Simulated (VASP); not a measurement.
# Ni₁₂H: nudged elastic band

Ni₁₂H, slab, 13 atoms in the cell. RPBE, nudged elastic band; PAW potentials Ni, H (PBE set).

Path: H hops from a fcc site to the next hcp site of Ni(0001); Moving images: 3.

## Input

INCAR.step1:
```
ALGO     = Normal         # electronic algorithm
EDIFF    = 1E-6           # SCF threshold, eV
EDIFFG   = -0.02          # ionic threshold
ENCUT    = 300            # plane-wave cutoff, eV
GGA      = RP             # functional
IBRION   = 2              # ionic algorithm
ISIF     = 2              # what is computed and relaxed
ISMEAR   = 1              # smearing method
ISPIN    = 2              # spin polarisation
KPAR     = 6            
LASPH    = T              # aspherical terms in the spheres
LCHARG   = F              # write CHGCAR
LMAXMIX  = 4              # l up to which the mixer works
LREAL    = F              # projectors in reciprocal space
LWAVE    = F              # write WAVECAR
MAGMOM   = 1 1 1 1 1 1 1 1 1 1 1 1 0 # initial moments
NELM     = 100            # most SCF steps
NSW      = 100            # ionic steps
POTIM    = 0.5            # step
PREC     = Normal         # precision mode
SIGMA    = 0.1            # smearing width, eV
```

INCAR.step3, as INCAR.step1 but for:
```
- EDIFFG = -0.02
- IBRION = 2
- ISIF = 2
- KPAR = 6
- NSW = 100
- POTIM = 0.5
+ EDIFFG = -0.05
+ IBRION = 1
+ IMAGES = 3
+ KPAR = 2
+ NSW = 200
+ POTIM = 0.3
+ SPRING = -5
```

KPOINTS:
```
k-points
0
Gamma
  4 4 1
```

00/POSCAR:
```
Ni12H
1.0
    4.8960457957      0.0000000000      0.0000000000
    2.4480228978      4.2401000371      0.0000000000
    0.0000000000      0.0000000000     19.2428075700
Ni H
12 1
Selective dynamics
Direct
    0.0000000000      0.0000000000      0.3118048122  F F F
    0.5000000000      0.0000000000      0.3118048122  F F F
    0.0000000000      0.5000000000      0.3118048122  F F F
    0.5000000000      0.5000000000      0.3118048122  F F F
    0.8335194501      0.3332402749      0.4185949970  T T T
    0.3332402749      0.3332402749      0.4185949970  T T T
    0.8333333333      0.8333333333      0.4208525160  T T T
    0.3332402749      0.8335194501      0.4185949970  T T T
    0.9992336724      0.9992336724      0.5283390229  T T T
    0.5015326553      0.9992336724      0.5283390229  T T T
    0.9992336724      0.5015326553      0.5283390229  T T T
    0.5000000000      0.5000000000      0.5251486656  T T T
    0.1666666667      0.1666666667      0.5782011580  T T T
```

01/POSCAR:
```
Ni12H
1.0
    4.8960457957      0.0000000000      0.0000000000
    2.4480228978      4.2401000371      0.0000000000
    0.0000000000      0.0000000000     19.2428075700
Ni H
12 1
Selective dynamics
Direct
    0.0000000000      0.0000000000      0.3118048122  F F F
    0.5000000000      0.0000000000      0.3118048122  F F F
    0.0000000000      0.5000000000      0.3118048122  F F F
    0.5000000000      0.5000000000      0.3118048122  F F F
    0.8333625324      0.3333196793      0.4186611799  T T T
    0.3334511194      0.3331277846      0.4186626143  T T T
    0.8330207494      0.8334858662      0.4202069325  T T T
    0.3334512249      0.8334210966      0.4186625887  T T T
    0.9974236454      0.9941248505      0.5269907763  T T T
    0.5005221525      0.9997418764      0.5275625097  T T T
    0.9974239996      0.5084506167      0.5269909161  T T T
    0.4998851671      0.5000543873      0.5259538052  T T T
    0.0841974963      0.2079032446      0.5813112369  T T T
```

02/POSCAR:
```
Ni12H
1.0
    4.8960457957      0.0000000000      0.0000000000
    2.4480228978      4.2401000371      0.0000000000
    0.0000000000      0.0000000000     19.2428075700
Ni H
12 1
Selective dynamics
Direct
    0.0000000000      0.0000000000      0.3118048122  F F F
    0.5000000000      0.0000000000      0.3118048122  F F F
    0.0000000000      0.5000000000      0.3118048122  F F F
    0.5000000000      0.5000000000      0.3118048122  F F F
    0.8333056745      0.3333489656      0.4187720252  T T T
    0.3336374015      0.3330031239      0.4187486498  T T T
    0.8328853168      0.8335538933      0.4197175382  T T T
    0.3336375332      0.8333594715      0.4187486215  T T T
    0.9998926458      0.9905266804      0.5264096654  T T T
    0.5000854057      0.9999603266      0.5268596828  T T T
    0.9998927406      0.5095796891      0.5264098578  T T T
    0.5000052323      0.4999933538      0.5267002516  T T T
   -0.0000216294      0.2500120932      0.5825877589  T T T
```

03/POSCAR:
```
Ni12H
1.0
    4.8960457957      0.0000000000      0.0000000000
    2.4480228978      4.2401000371      0.0000000000
    0.0000000000      0.0000000000     19.2428075700
Ni H
12 1
Selective dynamics
Direct
    0.0000000000      0.0000000000      0.3118048122  F F F
    0.5000000000      0.0000000000      0.3118048122  F F F
    0.0000000000      0.5000000000      0.3118048122  F F F
    0.5000000000      0.5000000000      0.3118048122  F F F
    0.8333305328      0.3333362328      0.4189211250  T T T
    0.3336119837      0.3330457108      0.4188975349  T T T
    0.8330244024      0.8334835929      0.4194035196  T T T
    0.3336121273      0.8333422994      0.4188975143  T T T
    1.0024063892      0.9916900867      0.5269474539  T T T
    0.5001576378      0.9999232677      0.5261471782  T T T
    1.0024060957      0.5059027574      0.5269476370  T T T
    0.4996201480      0.5001867233      0.5274365451  T T T
   -0.0842267523      0.2921165809      0.5812281220  T T T
```

04/POSCAR:
```
Ni12H
1.0
    4.8960457957      0.0000000000      0.0000000000
    2.4480228978      4.2401000371      0.0000000000
    0.0000000000      0.0000000000     19.2428075700
Ni H
12 1
Selective dynamics
Direct
    0.0000000000      0.0000000000      0.3118048122  F F F
    0.5000000000      0.0000000000      0.3118048122  F F F
    0.0000000000      0.5000000000      0.3118048122  F F F
    0.5000000000      0.5000000000      0.3118048122  F F F
    0.8333333333      0.3333333333      0.4191215004  T T T
    0.3333756115      0.3332487769      0.4191230693  T T T
    0.8332487769      0.8333756115      0.4191230693  T T T
    0.3333756115      0.8333756115      0.4191230693  T T T
    1.0006830636      0.9986338728      0.5282480364  T T T
    0.5000000000      1.0000000000      0.5253791670  T T T
    1.0006830636      0.5006830636      0.5282480364  T T T
    0.4986338728      0.5006830636      0.5282480364  T T T
   -0.1666666667      0.3333333333      0.5780203102  T T T
```

POSCAR.step1:
```
Ni12H
1.0
    4.8960457957      0.0000000000      0.0000000000
    2.4480228978      4.2401000371      0.0000000000
    0.0000000000      0.0000000000     19.2428075700
Ni H
12 1
Selective dynamics
Direct
    0.0000000000      0.0000000000      0.3118048122  F F F
    0.5000000000      0.0000000000      0.3118048122  F F F
    0.0000000000      0.5000000000      0.3118048122  F F F
    0.5000000000      0.5000000000      0.3118048122  F F F
   -0.1666666667      0.3333333333      0.4176315621  T T T
    0.3333333333      0.3333333333      0.4176315621  T T T
   -0.1666666667      0.8333333333      0.4176315621  T T T
    0.3333333333      0.8333333333      0.4176315621  T T T
    0.0000000000      0.0000000000      0.5234583121  T T T
    0.5000000000      0.0000000000      0.5234583121  T T T
    0.0000000000      0.5000000000      0.5234583121  T T T
    0.5000000000      0.5000000000      0.5234583121  T T T
    0.1666666667      0.1666666667      0.5565259042  T T T
```

POSCAR.step2:
```
Ni12H
1.0
    4.8960457957      0.0000000000      0.0000000000
    2.4480228978      4.2401000371      0.0000000000
    0.0000000000      0.0000000000     19.2428075700
Ni H
12 1
Selective dynamics
Direct
    0.0000000000      0.0000000000      0.3118048122  F F F
    0.5000000000      0.0000000000      0.3118048122  F F F
    0.0000000000      0.5000000000      0.3118048122  F F F
    0.5000000000      0.5000000000      0.3118048122  F F F
   -0.1666666667      0.3333333333      0.4176315621  T T T
    0.3333333333      0.3333333333      0.4176315621  T T T
   -0.1666666667      0.8333333333      0.4176315621  T T T
    0.3333333333      0.8333333333      0.4176315621  T T T
    0.0000000000      0.0000000000      0.5234583121  T T T
    0.5000000000      0.0000000000      0.5234583121  T T T
    0.0000000000      0.5000000000      0.5234583121  T T T
    0.5000000000      0.5000000000      0.5234583121  T T T
   -0.1666666667      0.3333333333      0.5565259042  T T T
```

Commands (each step's output is kept before the next begins):
```
cat potpaw_PBE.64/Ni/POTCAR potpaw_PBE.64/H/POTCAR > POTCAR
cp INCAR.step1 INCAR
cp POSCAR.step1 POSCAR
mpirun -np 6 vasp_std > vasp.out
cp POSCAR.step2 POSCAR
mpirun -np 6 vasp_std > vasp.out
# 00 and 04 hold the relaxed ends; the images between are interpolated (pair-distance (IDPP))
cp INCAR.step3 INCAR
mpirun -np 6 vasp_std > vasp.out
```

## Result

- Barrier (eV): 0.129
- Barrier of the reverse step (eV): 0.120
- Energy of the second end over the first (eV): 0.009
- Top of the path (share of its length): 0.51
- Length of the path (Å): 1.47
- Steps of the band: 8
- Ionic steps, all stages: 37
- Electronic steps, all stages: 1120

Energy along the relaxed band:

| Image | Distance along the path (Å) | Energy above the first end (eV) | Slope along the path (eV/Å) | Largest force across the path (eV/Å) |
|---|---|---|---|---|
| 0 | 0.000 | 0.000 | relaxed end |  |
| 1 | 0.366 | 0.069 | 0.276 | 0.049 |
| 2 | 0.734 | 0.129 | 0.014 | 0.019 |
| 3 | 1.102 | 0.077 | -0.264 | 0.046 |
| 4 | 1.468 | 0.009 | relaxed end |  |

The slab is hexagonal close-packed Ni(0001), which isn't the element's stable structure, in-plane cell 4.90 × 4.90 Å, with 4 × 4 k points.

The two ends have the same energy within 0.01 eV.

Limits: the slab is thin and the surface cell small, so the value carries both errors.

VASP 6.6.1 took 2374 s on 6 cores (Intel Xeon Platinum 8375C @ 2.90GHz (Ice Lake)), a shared host.
